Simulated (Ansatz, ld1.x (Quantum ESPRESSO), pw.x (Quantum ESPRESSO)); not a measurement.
What a changed setting does to a pw.x run (bcc Ti)

Potential: norm-conserving Troullier–Martins (Kleinman–Bylander form), ld1.x (Quantum ESPRESSO) 7.5, PBE; core [Ar], reference 3d2 4s2 4p0; waves: 4s (bound): rc 2.40 bohr; 4p (bound, empty): rc 3.55 bohr; 3d (bound): rc 2.00 bohr; local part: all-electron potential smoothed inside 2.40 bohr (lloc = -1); core correction: a·sin(br)/r model core inside 1.00 bohr.

The reference run (k-mesh 14³, cutoffs 75/300 Ry, Fermi–Dirac 0.01 Ry, mixing_beta 0.4, conv_thr 1e-9, no spin) gives -0.71 GPa at 17.343 Å³/atom, where all-electron LAPW gives 0.23 GPa. This run, with its own iteration cap, changes ecutwfc (ecutrho with it) to 8, a wrong or extreme entry chosen on purpose.

```
&control
  calculation='scf', prefix='x', pseudo_dir='./', outdir='./tmp', tstress=.true., disk_io='none'
/
&system
  ibrav=0, nat=1, ntyp=1, ecutwfc=8, ecutrho=32, nbnd=9,
  occupations='smearing', smearing='fd', degauss=0.01
/
&electrons
  conv_thr=1e-09, mixing_beta=0.4, electron_maxstep=70
/
ATOMIC_SPECIES
Ti 1.0 Ti.UPF
CELL_PARAMETERS angstrom
  -1.63062743 1.63062743 1.63062743
  1.63062743 -1.63062743 1.63062743
  1.63062743 1.63062743 -1.63062743
ATOMIC_POSITIONS crystal
Ti 0.0000 0.0000 0.0000
K_POINTS automatic
14 14 14 0 0 0
```

```bash
pw.x < Ti.scf.in > Ti.scf.out
```

How does the run end?

It converges in 12 iterations; the free energy moves by +16.32 eV/atom and the pressure by +43.33 GPa. The result is not a property of the crystal.

```
Message from routine setup:
     using ibrav=0 with symmetry is DISCOURAGED, use correct ibrav instead
     lattice parameter (alat)  =       5.3372  a.u.
     unit-cell volume          =     117.0364 (a.u.)^3
     number of electrons       =         4.00
     number of Kohn-Sham states=            9
     kinetic-energy cutoff     =       8.0000  Ry
     charge density cutoff     =      32.0000  Ry
     scf convergence threshold =      1.0E-09
     Exchange-correlation= PBE
     number of k points=   104  Fermi-Dirac smearing, width (Ry)=  0.0100
     iteration #  1     ecut=     8.00 Ry     beta= 0.40
     total energy              =     -18.84659632 Ry
     estimated scf accuracy    <       0.71541445 Ry
     iteration #  2     ecut=     8.00 Ry     beta= 0.40
     total energy              =     -18.67226505 Ry
     estimated scf accuracy    <       0.23005405 Ry
     iteration #  3     ecut=     8.00 Ry     beta= 0.40
     total energy              =     -18.69720035 Ry
     estimated scf accuracy    <       0.00389647 Ry
     iteration #  4     ecut=     8.00 Ry     beta= 0.40
     total energy              =     -18.69435205 Ry
     estimated scf accuracy    <       0.00928859 Ry
     iteration #  5     ecut=     8.00 Ry     beta= 0.40
     total energy              =     -18.69527551 Ry
     estimated scf accuracy    <       0.00010306 Ry
     iteration #  6     ecut=     8.00 Ry     beta= 0.40
     total energy              =     -18.69530147 Ry
     estimated scf accuracy    <       0.00004889 Ry
     iteration #  7     ecut=     8.00 Ry     beta= 0.40
     total energy              =     -18.69529655 Ry
     estimated scf accuracy    <       0.00000983 Ry
     iteration #  8     ecut=     8.00 Ry     beta= 0.40
     total energy              =     -18.69529815 Ry
     estimated scf accuracy    <       0.00000001 Ry
     iteration #  9     ecut=     8.00 Ry     beta= 0.40
     total energy              =     -18.69529815 Ry
     estimated scf accuracy    <          4.2E-09 Ry
     iteration # 10     ecut=     8.00 Ry     beta= 0.40
     total energy              =     -18.69529815 Ry
     estimated scf accuracy    <       0.00000004 Ry
     iteration # 11     ecut=     8.00 Ry     beta= 0.40
     total energy              =     -18.69529815 Ry
     estimated scf accuracy    <          1.6E-09 Ry
     iteration # 12     ecut=     8.00 Ry     beta= 0.40
     the Fermi energy is    13.3406 ev
!    total energy              =     -18.69529815 Ry
     estimated scf accuracy    <          7.0E-11 Ry
     smearing contrib. (-TS)   =      -0.00262803 Ry
     The total energy is F=E-TS. E is the sum of the following terms:
     one-electron contribution =       6.08700171 Ry
     hartree contribution      =       0.03275831 Ry
     xc contribution           =     -15.36429075 Ry
     ewald contribution        =      -9.44813939 Ry
     convergence has been achieved in  12 iterations
          total   stress  (Ry/bohr**3)                   (kbar)     P=      426.27
     Message from routine punch:
     Nothing written, as per user request (disk_io='none')
```

The run took about 1 s on one core of a shared host (Neoverse-V1, 32 threads, 247 GiB, load 27).
